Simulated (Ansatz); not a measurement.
Runs of Ansatz 0.2.0 on Al. The structure is hexagonal, space group P6_3/mmc (No. 194). Conventional cell: a = 2.827 Å, b = 2.827 Å, c = 9.186 Å, α = 90.00°, β = 90.00°, γ = 120.00°. Al (site symmetry -6m2) is surrounded by 12 Al at 2.82 to 2.83 Å. Around Al (site symmetry -3m) lie 12 Al at 2.82 to 2.83 Å. This isn't the form of Al at room conditions, which is fcc.

| task | level | k mesh | cutoff (eV) | atoms under strain | gap on the mesh (eV) | V0 of scaled cells (Å³/atom) | B0 (GPa) |
| --- | --- | --- | --- | --- | --- | --- | --- |
| equation of state | LDA | 11 × 11 × 3 | 420 | - | - | 15.89 | (a) |
| equation of state | r2SCAN | 11 × 11 × 3 | 500 | - | - | 15.98 | 90 |
| phonons | PBEsol | 10 × 10 × 4 | 420 | - | none | - | - |
| elastic constants | PBEsol | 10 × 10 × 4 | 420 | relaxed | none | - | - |

Alike in all rows: potentials or basis Ansatz PAW; no spin polarisation; cell as given; smearing fermi-dirac 0.05 eV.

Question: Estimate the missing entries.

Answer: (a) 82.

Caveats: the cell was scaled at fixed shape and fractional positions, which overstates the stiffness of a crystal with free parameters, most of all of layers and chains (some runs); the PAW data sets come from PBE, with cores solved anew for the run's functional, which leaves a small shift of forces and pressure (some runs); the PAW data sets were made with another functional, which shifts forces and pressure a little (some runs); elastic constants of metals need much finer meshes, so these are rough (some runs).

A gap of «none» marks a metal or a gap under the smearing width.
